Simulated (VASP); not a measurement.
Input of a VASP 6.6.1 run:

The input INCAR:

```
SYSTEM = TiC
  PREC = Accurate
  ENCUT = 520
  EDIFF = 1E-6
  ISMEAR = -1
  SIGMA = 0.05
  LREAL = .False.
  LASPH = .True.
  NELM = 100
  ALGO = Normal
  ISIF = 2
  LWAVE = .False.
  LCHARG = .False.
  LMAXMIX = 4
  METAGGA = SCAN
  LMIXTAU = .True.
  NBANDS = 15
```

Contents of KPOINTS:

```
Automatic mesh
0
Gamma
  10 10 10
  0 0 0
```

Contents of POSCAR:

```
TiC
1.0
    3.0420900000      0.0000000000      0.0000000000
   -1.5210400000      2.6345200000      0.0000000000
    0.0000000000      0.0000000000      2.6979700000
Ti C
1 1
Direct
    0.0000000000      0.0000000000      0.5000000000
    0.3333300000      0.6666700000      0.0000000000
```

Contents of KPOINTS_OPT:

```
path GMKGALHA,LM,KH
10
line-mode
reciprocal
 0.0000000000  0.0000000000  0.0000000000  G
 0.5000000000  0.0000000000  0.0000000000  M

 0.5000000000  0.0000000000  0.0000000000  M
 0.3333333333  0.3333333333  0.0000000000  K

 0.3333333333  0.3333333333  0.0000000000  K
 0.0000000000  0.0000000000  0.0000000000  G

 0.0000000000  0.0000000000  0.0000000000  G
 0.0000000000  0.0000000000  0.5000000000  A

 0.0000000000  0.0000000000  0.5000000000  A
 0.5000000000  0.0000000000  0.5000000000  L

 0.5000000000  0.0000000000  0.5000000000  L
 0.3333333333  0.3333333333  0.5000000000  H

 0.3333333333  0.3333333333  0.5000000000  H
 0.0000000000  0.0000000000  0.5000000000  A

 0.5000000000  0.0000000000  0.5000000000  L
 0.5000000000  0.0000000000  0.0000000000  M

 0.3333333333  0.3333333333  0.0000000000  K
 0.3333333333  0.3333333333  0.5000000000  H
```

Potentials or basis: VASP PAW PBE potentials, release 64 (Ti_sv, C).

Command:

```sh
$ cat potpaw_PBE.64/Ti_sv/POTCAR potpaw_PBE.64/C/POTCAR > POTCAR
$ mpirun -np 1 vasp_std > vasp.out
```

Problem. Estimate the pressure.

Solution. -1.5 GPa.

Problem. Estimate the band gap along the path.

Solution. None (metal or under the smearing width).

Stress tensor (GPa, compression positive):
```
-1.16  0.00  0.00
 0.00 -1.16  0.00
 0.00  0.00 -2.07
```

Caveat: the PAW data sets were made with another functional, which shifts forces and pressure a little.
